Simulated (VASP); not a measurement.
KBr: single point with PBE

The system is KBr.

```
K Br
1.0
     0.00000    3.29454    3.29454
     3.29454    0.00000    3.29454
     3.29454    3.29454    0.00000
K Br
1 1
Direct
  0.00000 0.00000 0.00000
  0.50000 0.50000 0.50000
```

The cell is a database's computed one.

* Program: VASP 6.6.1
* Task: single point
* Functional: PBE
* Potentials or basis: VASP PAW PBE potentials, release 64 (K_sv, Br)
* Cutoff: 520 eV
* k mesh: 6 × 6 × 6
* Occupations: gaussian, width 0.1 eV
* Spin: no spin polarisation

The pressure is 0.8 GPa. The band gap on the k mesh is 4.45 eV, direct.

Levels at points of the mesh, in eV from the valence-band top:
```csv
k point,band 4,band 5,band 6,band 7,band 8,band 9,band 10,band 11,band 12,band 13
"(0.00, 0.00, 0.00)",-11.25,-11.25,0.00,0.00,0.00,4.45,7.61,7.61,7.61,8.43
"(0.50, 0.00, 0.00)",-11.25,-11.00,-1.19,-0.34,-0.34,6.60,8.25,9.78,9.78,10.09
"(0.50, 0.50, 0.00)",-11.28,-11.28,-0.82,-0.29,-0.29,5.86,7.22,9.38,9.54,9.69
```

Wall time 13 s on 1 thread of Intel(R) Xeon(R) Platinum 8559C (Emerald Rapids) (shared host), peak memory 0.2 GiB.
